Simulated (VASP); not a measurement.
Crystal: InPd.

```
In Pd
1.0
     3.27188    0.00000    0.00000
     0.00000    3.27188    0.00000
     0.00000    0.00000    3.27188
In Pd
1 1
Direct
  0.00000 0.00000 0.00000
  0.50000 0.50000 0.50000
```

The cell comes from a database or a generator and needn't be the stable form of this composition.

```yaml
Program: VASP 6.6.1
Task: relaxation of cell and atoms
Functional: LDA
Potentials_or_basis: VASP PAW LDA potentials, release 64 (In_d, Pd)
Cutoff: 600 eV
k_mesh: 8 × 8 × 8
Occupations: fermi-dirac, width 0.05 eV
Spin: no spin polarisation
```

At the start: pressure -6.7 GPa; volume 17.51 Å³/atom.

How do energy, volume and symmetry change on relaxing?

Over 3 steps the energy falls by 18.6 meV/atom and the volume is 16.68 Å³/atom (-4.8 %); space group Pm-3m (No. 221, to 0.05 Å).

Step by step:
```
step  energy change (eV)  largest force (eV/Å)  pressure (GPa)  volume (Å³)
   1              0.0000                0.0000           -6.66        35.03
   2              0.0193                0.0000           10.29        31.46
   3             -0.0371                0.0000           -0.06        33.35
```

Final structure:
```
In Pd
1.0
     3.21887    0.00000    0.00000
     0.00000    3.21887    0.00000
     0.00000    0.00000    3.21887
In Pd
1 1
Direct
  0.00000 0.00000 0.00000
  0.50000 0.50000 0.50000
```
